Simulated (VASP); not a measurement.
SrTiO3, 5 atoms in the cell. Symmetry: Pm-3m, No. 221, cubic system. The conventional cell has a = 3.860 Å, b = 3.860 Å, c = 3.860 Å, α = 90.00°, β = 90.00°, γ = 90.00°. Around Sr (site symmetry m-3m) lie 12 O at 2.73 Å. Around Ti (site symmetry m-3m) lie 6 O at 1.93 Å. O (site symmetry 4/mmm) has 2 Ti at 1.93 Å as nearest neighbours. 

```yaml
Program: VASP 6.6.1
Task: relaxation of cell and atoms
Functional: LDA
Potentials_or_basis: VASP PAW LDA potentials, release 64 (Sr_sv, Ti_sv, O)
Cutoff: 600 eV
k_mesh: 8 × 8 × 8
Occupations: gaussian, width 0.03 eV
Spin: no spin polarisation
Further_INCAR_settings: ALGO = Normal; EDIFF = 1e-07; IBRION = 2; EDIFFG = -0.005; NSW = 90; ISIF = 3
```

Potentials or basis: VASP PAW LDA potentials, release 64 (Sr_sv, Ti_sv, O).

Command:

```bash
$ cat potpaw_LDA.64/Sr_sv/POTCAR potpaw_LDA.64/Ti_sv/POTCAR potpaw_LDA.64/O/POTCAR > POTCAR
$ mpirun -np 1 vasp_std > vasp.out
```

Hardware: 1 thread of Intel(R) Xeon(R) 6975P-C (Granite Rapids) (shared host).

Question: Estimate the wall time of this run.

Answer: Wall time 19 s on 1 thread of Intel(R) Xeon(R) 6975P-C (Granite Rapids), on a shared host, peak memory 0.19 GiB. Counts: scf iterations 17, k points 35, ion steps 1.
